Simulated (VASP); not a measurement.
# Ni in VASP: settings compared

Aim: see how the results for Ni move with the level of theory and the settings. Levels: PBE, LDA, LDA+U. Tasks: work function, core levels, single point.

Program: VASP 6.6.1. These are calculated values, not measurements. Logs are shortened: lines on timing, memory, paths and dates and some standing lists are left out, and cuts for length are marked.

## 1. Starting point

The cell holds a sheet with vacuum, 1 atom: a = 2.259 Å, b = 2.259 Å, c = 23.800 Å, α = 90.00°, β = 90.00°, γ = 90.00°.

The cell was built by a generator and needn't be a form met in nature.

## 2. Work function, PBE, collinear spin, ferromagnetic start

Contents of INCAR:

```
SYSTEM = Ni
ALGO = Fast ; DIPOL = 0.5 0.5 0.294
EDIFF = 1E-6 ; ENCUT = 520
GGA = PE ; IDIPOL = 3
ISIF = 2 ; ISMEAR = 0
ISPIN = 2 ; LASPH = .True.
LCHARG = .True. ; LDIPOL = .True.
LELF = .True. ; LMAXMIX = 4
LORBIT = 11 ; LREAL = .False.
LVACPOTAV = .True. ; LVHAR = .True.
LWAVE = .False. ; MAGMOM = 1
NELM = 100 ; PREC = Accurate
SIGMA = 0.05
```

Contents of KPOINTS:

```
k-points
0
Gamma
  12 12 1
  0 0 0
```

Contents of POSCAR:

```
Ni
1.0
    2.2591100000      0.0000000000      0.0000000000
    0.0000000000      2.2591100000      0.0000000000
    0.0000000000      0.0000000000     23.8000000000
Ni
1
Direct
    0.5000000000      0.5000000000      0.2941200000
```

Potentials or basis: VASP PAW PBE potentials, release 64 (Ni).

On the command line:

```console
cat potpaw_PBE.64/Ni/POTCAR > POTCAR
mpirun -np 1 vasp_std > vasp.out
```

OUTCAR:

```text
SYSTEM = Ni
   EDIFF = 1E-6
   ENCUT = 520
   GGA = PE
   ISIF = 2
   ISMEAR = 0
   ISPIN = 2
   LASPH = .True.
   LORBIT = 11
   LREAL = .False.
   NELM = 100
   PREC = Accurate

 ion  position               nearest neighbor table
   1  0.500  0.500  0.294-

  LATTYP: Found a simple tetragonal cell.
 ALAT       =     2.2591100000
 C/A-ratio  =    10.5351222384

  Lattice vectors:

 A1 = (   2.2591100000,   0.0000000000,   0.0000000000)
 A2 = (   0.0000000000,   2.2591100000,   0.0000000000)
 A3 = (   0.0000000000,   0.0000000000,  23.8000000000)

Analysis of symmetry for initial positions (statically):
=====================================================================
 Subroutine PRICEL returns:
 Original cell was already a primitive cell.

 Routine SETGRP: Setting up the symmetry group for a
 simple tetragonal supercell.

 Subroutine GETGRP returns: Found 16 space group operations
 (whereof  8 operations were pure point group operations)
 out of a pool of 16 trial point group operations.

The static configuration has the point symmetry C_4v.
 The point group associated with its full space group is D_4h.

Analysis of symmetry for dynamics (positions and initial velocities):
=====================================================================
 Subroutine PRICEL returns:
 Original cell was already a primitive cell.

 Routine SETGRP: Setting up the symmetry group for a
 simple tetragonal supercell.

 Subroutine GETGRP returns: Found 16 space group operations
 (whereof  8 operations were pure point group operations)
 out of a pool of 16 trial point group operations.

The dynamic configuration has the point symmetry C_4v.
 The point group associated with its full space group is D_4h.

Analysis of structural, dynamic, and magnetic symmetry:
=====================================================================
 Subroutine PRICEL returns:
 Original cell was already a primitive cell.

 Routine SETGRP: Setting up the symmetry group for a
 simple tetragonal supercell.

 Subroutine GETGRP returns: Found 16 space group operations
 (whereof  8 operations were pure point group operations)
 out of a pool of 16 trial point group operations.

The overall configuration has the point symmetry C_4v.
 The point group associated with its full space group is D_4h.

 Subroutine INISYM returns: Found 16 space group operations
 (whereof  8 operations are pure point group operations),
 and found     1 'primitive' translations

----------------------------------------------------------------------------------------

                                     Primitive cell

  volume of cell :     121.4652

  direct lattice vectors                    reciprocal lattice vectors
     2.259110000  0.000000000  0.000000000     0.442652195  0.000000000  0.000000000
     0.000000000  2.259110000  0.000000000     0.000000000  0.442652195  0.000000000
     0.000000000  0.000000000 23.800000000     0.000000000  0.000000000  0.042016807

  length of vectors
     2.259110000  2.259110000 23.800000000     0.442652195  0.442652195  0.042016807

  position of ions in fractional coordinates (direct lattice)
     0.500000000  0.500000000  0.294120000

  ion indices of the primitive-cell ions
   primitive index   ion index
                 1           1

----------------------------------------------------------------------------------------

 KPOINTS: k-points

Automatic generation of k-mesh.
 Grid dimensions read from file:
 generate k-points for:   12   12    1

 Generating k-lattice:

  Cartesian coordinates                     Fractional coordinates (reciprocal lattice)
     0.036887683  0.000000000  0.000000000     0.083333333  0.000000000  0.000000000
     0.000000000  0.036887683  0.000000000     0.000000000  0.083333333  0.000000000
     0.000000000  0.000000000  0.042016807     0.000000000  0.000000000  1.000000000

  Length of vectors
     0.036887683  0.036887683  0.042016807

  Shift w.r.t. Gamma in fractional coordinates (k-lattice)
     0.000000000  0.000000000  0.000000000

 Subroutine IBZKPT returns following result:
 ===========================================

 Found     28 irreducible k-points:

 Following reciprocal coordinates:
            Coordinates               Weight
  0.000000  0.000000  0.000000      1.000000
  0.083333  0.000000  0.000000      4.000000
  0.166667  0.000000  0.000000      4.000000
  0.250000  0.000000  0.000000      4.000000
  0.333333  0.000000  0.000000      4.000000
  0.416667  0.000000  0.000000      4.000000
[... 16 lines left out ...]
  0.333333  0.333333  0.000000      4.000000
  0.416667  0.333333  0.000000      8.000000
 [... further k-points ...]
   k-points           NKPTS =     28   k-points in BZ     NKDIM =     28   number of bands    NBANDS=     10
   number of dos      NEDOS =    301   number of ions     NIONS =      1
   total plane-waves  NPLWV =  58320
   dimension x,y,z NGX =    18 NGY =   18 NGZ =  180
   dimension x,y,z NGXF=    36 NGYF=   36 NGZF=  360
   ions per type =               1
   NGX,Y,Z   is equivalent  to a cutoff of  13.25, 13.25, 12.57 a.u.
   NGXF,Y,Z  is equivalent  to a cutoff of  26.49, 26.49, 25.15 a.u.
 SYSTEM =  Ni
   PREC   = accura    normal or accurate (medium, high low for compatibility)
   ISTART =      0    job   : 0-new  1-cont  2-samecut
   ICHARG =      2    charge: 1-file 2-atom 10-const
   ISPIN  =      2    spin polarized calculation?
   LNONCOLLINEAR =      F non collinear calculations
   LSORBIT =      F    spin-orbit coupling
   LASPH  =      T    aspherical Exc in radial PAW
   ENCUT  =  520.0 eV  38.22 Ry    6.18 a.u.   4.20  4.20 44.25*2*pi/ulx,y,z
   NELM   =    100;   NELMIN=  2; NELMDL= -5     # of ELM steps
   EDIFF  = 0.1E-05   stopping-criterion for ELM
   LREAL  =      F    real-space projection
   EDIFFG = 0.1E-04   stopping-criterion for IOM
   NSW    =      0    number of steps for IOM
   IBRION =     -1    ionic relax: 0-MD 1-quasi-New 2-CG
   NFREE  =      0    steps in history (QN), initial steepest desc. (CG)
   ISIF   =      2    stress and relaxation
   ISYM   =      2    0-nonsym 1-usesym 2-fastsym
   POTIM  = 0.5000    time-step for ionic-motion
   TEBEG  =    0.0;   TEEND  =   0.0 temperature during run
   PSTRESS=    0.0 pullay stress
   NELECT =      10.0000    total number of electrons
   NUPDOWN=      -1.0000    fix difference up-down
   EMIN   =  10.00;   EMAX   =-10.00  energy-range for DOS
   EFERMI =   0.00;   METHOD = LEGACY
   ISMEAR =     0;   SIGMA  =   0.05  broadening in eV -4-tet -1-fermi 0-gaus
   EFERMI_NEDOS =   21; number of points for ismear=-14 and -15
   IALGO  =     68    algorithm
   IMIX   =      4    mixing-type and parameters
     AMIX     =   0.40;   BMIX     =  1.00
     AMIX_MAG =   1.60;   BMIX_MAG =  1.00
  volume/ion in A,a.u.               =     121.47       819.69
  Fermi-wavevector in a.u.,A,eV,Ry     =   0.712182  1.345829  6.900916  0.507203
  Thomas-Fermi vector in A             =   1.799490
   LORBIT       =     11    0 simple, 1 ext, 2 COOP (PROOUT), +10 PAW based schemes
   GGA     = PE    functional components
   LHFCALC =     F    Hartree Fock is set to
   AEXX    =    0.0000 exact exchange contribution
   IVDW    =     0    specifies the selected vdW correction
   LEPSILON=     F    determine dielectric tensor
   LRPA    =     F    only Hartree local field effects (RPA)
 spin polarized calculation
 RMM-DIIS sequential band-by-band and
 Gauss-broadening in eV      SIGMA  =   0.05
  energy-cutoff  :      520.00
  volume of cell :      121.47
 maximum number of plane-waves:      3302
 NGX is ok and might be reduce to    18
   NGX =  9   NGY =  9   NGZ = 89

 number of electron      10.0000000 magnetization       1.0000000

 dipolmoment           0.000000      0.000000      0.000013 electrons x Angstroem

 number of electron       9.9999988 magnetization       0.8790559

 dipolmoment           0.000000      0.000000     -0.000014 electrons x Angstroem

 Free energy of the ion-electron system (eV)
  ---------------------------------------------------
  ext. energy  EPLUGINS =         0.00000000
  ---------------------------------------------------
  free energy    TOTEN  =        -3.95544120 eV

  energy without entropy =       -3.95238613  energy(sigma->0) =       -3.95391367

 E-fermi :  -3.9231     XC(G=0):  -1.9651

 val. band max:       -3.9480907599   @ k =   0.2500   0.0833   0.0000
 cond. band min:      -3.9152607423   @ k =   0.5000   0.4167   0.0000
 fundamental gap:      0.0328300177
 Fermi energy:        -3.9231023347

 spin component 1

 k-point     1 :       0.0000    0.0000    0.0000
  band No.  band energies     occupation
      1      -9.7676      1.00000
      2      -7.7598      1.00000
      3      -5.8974      1.00000
      4      -4.7401      1.00000
      5      -4.7401      1.00000
      6      -4.5262      1.00000
      7      -3.1055      0.00000
      8       0.9911      0.00000
      9       1.4329      0.00000
     10       1.4726      0.00000
[... 287 lines left out ...]
 k-point    24 :       0.4167    0.3333    0.0000
  band No.  band energies     occupation
      1      -7.7390      1.00000
      2      -6.3195      1.00000
      3      -5.8925      1.00000
      4      -4.8568      1.00000
      5      -4.5313      1.00000
      6       0.2176      0.00000
      7       5.2419      0.00000
      8       6.1836      0.00000
      9       9.1649      0.00000
     10       9.9117      0.00000

 [... further k-points ...]

 spin component 2

 k-point     1 :       0.0000    0.0000    0.0000
  band No.  band energies     occupation
      1      -9.6564      1.00000
      2      -7.1091      1.00000
      3      -5.4018      1.00000
      4      -3.6161      0.00000
      5      -3.6161      0.00000
      6      -3.2991      0.00000
      7      -3.1365      0.00000
      8       0.9367      0.00000
      9       1.3937      0.00000
     10       1.4467      0.00000
[... 287 lines left out ...]
 k-point    24 :       0.4167    0.3333    0.0000
  band No.  band energies     occupation
      1      -6.8869      1.00000
      2      -5.3560      1.00000
      3      -4.8780      1.00000
      4      -4.1779      1.00000
      5      -3.8275      0.00343
      6       0.4328      0.00000
      7       5.4335      0.00000
      8       6.2451      0.00000
      9       9.1042      0.00000
     10       9.8027      0.00000

 [... further k-points ...]
[... 5 lines left out ...]
  --------------------------------------------------------------------------------------
  -------------------------------------------------------------------------------------
  Total        0.0061871      0.0061871     -0.0004146      0.0000000      0.0000000      0.0000000
  in kB        0.0816108      0.0816108     -0.0054684      0.0000000      0.0000000      0.0000000
  external PRESSURE =       0.0525844 kB  Pullay stress =       0.0000000 kB

 VOLUME and BASIS-vectors are now :
 -----------------------------------------------------------------------------
  energy-cutoff  :      520.00
  volume of cell :      121.47
      direct lattice vectors                 reciprocal lattice vectors
     2.259110000  0.000000000  0.000000000     0.442652195  0.000000000  0.000000000
     0.000000000  2.259110000  0.000000000     0.000000000  0.442652195  0.000000000
     0.000000000  0.000000000 23.800000000     0.000000000  0.000000000  0.042016807

 POSITION                                       TOTAL-FORCE (eV/Angst)
 -----------------------------------------------------------------------------------
      1.12956      1.12956      7.00006         0.000000      0.000000     -0.000000
 -----------------------------------------------------------------------------------
    total drift:                                0.000000      0.000000     -0.000153

  FREE ENERGIE OF THE ION-ELECTRON SYSTEM (eV)
  ---------------------------------------------------
  free  energy   TOTEN  =        -3.9554412019 eV

  energy  without entropy=       -3.9523861289  energy(sigma->0) =       -3.95391367

 vacuum level on the upper side and lower side of the slab         1.362         1.362

 total charge

# of ion       s       p       d       tot
------------------------------------------
    1        0.541   0.294   8.325   9.160

 magnetization (x)

# of ion       s       p       d       tot
------------------------------------------
    1        0.013  -0.009   0.895   0.898
```

It took 78 s on 1 thread of Intel Xeon 6975P-C (Granite Rapids), shared host; peak memory 0.29 GiB.

What came out:

* Free energy: -3.9554 eV
* Band gap on the k mesh: none (metal or under the smearing width)
* Net moment: 0.88 μB per cell
* Site moments: Ni +0.90 μB
* Valence electrons inside the program's atomic spheres: Ni 9.16
* Work function of the upper face: 5.29 eV
* Work function of the lower face: 5.29 eV

[end of part 1 of 2]
